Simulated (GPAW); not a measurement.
This GPAW 26.7.0 run on Cr needs a look.

Contents of run.py:

```python
import numpy as np
from ase import Atoms
from ase.dft.bandgap import bandgap
from ase.io import write
from gpaw import GPAW, PW
from gpaw.response.df import DielectricFunction

atoms = Atoms(['Cr'],
              cell=[[-1.49433666, 1.54520073, 1.39321534],
                    [1.56967216, -1.45095608, 1.37430619],
                    [1.40634308, 1.3629625, -1.29897069]],
              scaled_positions=[[0.0, 0.0, 0.0]],
              pbc=True)
atoms.set_initial_magnetic_moments([4.0])

calc = GPAW(mode=PW(450),
            xc='PBE',
            kpts={'size': (7, 7, 7), 'gamma': True},
            occupations={'name': 'fermi-dirac', 'width': 0.05},
            nbands=11,
            convergence={'density': 0.0001},
            maxiter=100,
            txt='gpaw.txt')
atoms.calc = calc
energy = atoms.get_potential_energy()
calc.write('gs.gpw')
write('result.traj', atoms)
print(f'Energy: {energy:.6f} eV')
print('Moments:', calc.get_magnetic_moments().round(3))
print('Fermi level:', round(calc.get_fermi_level(), 4), 'eV')
print(f'Gap: {bandgap(calc)[0]:.4f} eV, direct: {bandgap(calc, direct=True)[0]:.4f} eV')

dense = calc.fixed_density(kpts={'size': (8, 8, 8), 'gamma': True},
                           nbands=19, convergence={'bands': 13, 'eigenstates': 1e-7},
                           update_fermi_level=True, txt='dense.txt')
dense.write('dense.gpw', mode='all')

df = DielectricFunction('dense.gpw', frequencies=np.array([0.0]), hilbert=False, eta=0.001,
                        ecut=60, nbands=25, txt='df.txt')
for q_c in [[0.125, 0.0, 0.0], [0.25, 0.0, 0.0], [0.375, 0.0, 0.0], [0.5, 0.0, 0.0], [0.75, 0.0, 0.0], [0.875, 0.0, 0.0], [0.125, 0.125, 0.125], [0.25, 0.25, 0.25], [0.375, 0.375, 0.375], [0.5, 0.5, 0.5], [0.75, 0.75, 0.75], [0.875, 0.875, 0.875]]:
    e0, e = df.get_dielectric_function(xc='RPA', q_c=q_c, filename=None)
    q = np.linalg.norm(2 * np.pi * np.array(q_c) @ atoms.cell.reciprocal())
    print(q_c, f'|q| = {q:.4f} 1/A: eps {e0[0].real:.4f} without, {e[0].real:.4f} with local fields')
```

Potentials or basis: GPAW PAW data sets (gpaw-data 1.2.1), pw.

Command:

```console
$ OMP_NUM_THREADS=1 python run.py
```

gpaw.txt:

```text
__  _  _
 | _ |_)|_||  |
 |__||  | ||/\| - 26.7.0

Input parameters:
  mode=PW(ecut=450.00000000000006),
  convergence={'density': 0.0001},
  kpts=MonkhorstPack(size=(7, 7, 7), gamma=True),
  maxiter=100,
  nbands=11,
[... 180 lines left out ...]
|          2 |        10.074 |     1.000 |        10.074 |     1.000 |
|          3 |        10.375 |     1.000 |        10.376 |     1.000 |
|          4 |        11.728 |     0.000 |        11.728 |     0.000 |
|          5 |        12.231 |     0.000 |        12.231 |     0.000 |
|          6 |        20.853 |     0.000 |        20.853 |     0.000 |
|          7 |        20.889 |     0.000 |        20.889 |     0.000 |
|          8 |        20.920 |     0.000 |        20.920 |     0.000 |
|          9 |        28.936 |     0.000 |        28.936 |     0.000 |
|         10 |        31.833 |     0.000 |        31.833 |     0.000 |

No gap
No difference between direct/indirect transitions
# Writing to gs.gpw (mode='')
```

On the terminal:

```text
Energy: -9.283961 eV
Moments: [0.]
Fermi level: 10.8737 eV
Gap: 0.0000 eV, direct: 0.0000 eV
AssertionError: (25, 19)
```

**Question.** Diagnose the run.

**Answer.** The program refused the input. The input holds a flaw that was put in on purpose: more bands asked than the ground state holds.
